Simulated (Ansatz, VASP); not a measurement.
## One calculation of TiSe2, two programs

INCAR

```
SYSTEM = TiSe2
  ALGO = Fast
  EDIFF = 1E-7
  ENCUT = 520
  GGA = PE
  ISIF = 2
  ISMEAR = 0
  IVDW = 12
  LASPH = .True.
  LCHARG = .False.
  LREAL = .False.
  LWAVE = .False.
  NBANDS = 19
  NELM = 100
  PREC = Accurate
  SIGMA = 0.05
```

File KPOINTS:

```
k-points
0
Gamma
  12 12 6
  0 0 0
```

POSCAR

```
TiSe2
1.0
    3.4825719583      0.0000000000      0.0000000000
   -1.7412859791      3.0159957864      0.0000000000
    0.0000000000      0.0000000000      5.8593341599
Ti Se
1 2
Direct
    0.0000000000      0.0000000000      0.0000000000
    0.3333333333      0.6666666667      0.2649363149
    0.6666666667      0.3333333333      0.7350636851
```

Input for Ansatz:

```yaml
crystal:
  lattice:
    - [3.4825719583, 0.0, 0.0]
    - [-1.7412859791, 3.0159957864, 0.0]
    - [0.0, 0.0, 5.8593341599]
  atoms:
    - { symbol: Ti, position: [0.0, 0.0, 0.0] }
    - { symbol: Se, position: [0.3333333333, 0.6666666667, 0.2649363149] }
    - { symbol: Se, position: [0.6666666667, 0.3333333333, 0.7350636851] }
basis:
  ecutwfc: 420
  ecutrho_ratio: 4
kpoints:
  mp_grid: { grid: [12, 12, 6] }
  band_path:
    path:
      - [[0.0, 0.0, 0.0], [0.5, 0.0, 0.0], [0.33333333, 0.33333333, 0.0], [0.0, 0.0, 0.0], [0.0, 0.0, 0.5], [0.5, 0.0, 0.5], [0.33333333, 0.33333333, 0.5], [0.0, 0.0, 0.5]]
      - [[0.5, 0.0, 0.5], [0.5, 0.0, 0.0]]
      - [[0.33333333, 0.33333333, 0.5], [0.33333333, 0.33333333, 0.0]]
    npoints: 14
hamiltonian:
  xc: pbe
  dispersion: d3bj
scf:
  occupations: { method: gaussian, width: 0.05 }
  n_extra_bands: 13
output:
  forces: true
  stress: true
  eigenvalues: true
  populations: true
  dos: { projected: true, de: 0.02, nscf_kmesh: { grid: [18, 18, 9] } }
  bader: true
```

Alike in both runs: task single point; functional PBE; dispersion D3(BJ); k mesh 12 × 12 × 6; occupations gaussian, width 0.05 eV; no spin polarisation.

|  | VASP | Ansatz |
| --- | --- | --- |
| version | VASP 6.6.1 | Ansatz 0.2.0 |
| potentials or method | VASP PAW PBE potentials, release 64 (Ti_sv, Se) | scalar-relativistic, plane waves, PAW |
| plane-wave cutoff (eV) | 520 | 420 |
| valence electrons in the cell | 24 | 44 |

|  | VASP | Ansatz | Ansatz less VASP |
| --- | --- | --- | --- |
| gap on the k mesh at the Fermi level (eV) | none | none | - |
| pressure (GPa) | 0.1 | 0.0 | -0.10 |
| rms of the force components (eV/Å) | 0.009 | 0.000 | -0.0087 |
| dispersion energy (meV/atom) | -450.7 | -450.8 | -0.11 |

Atom by atom the forces differ by 0.009 eV/Å (rms over components). A gap of «none» marks a metal or a gap that the smearing closes. The two sets of potentials don't hold the same shells in valence.

Caveats: pairwise dispersion overbinds metals, which lowers pressure and volume.
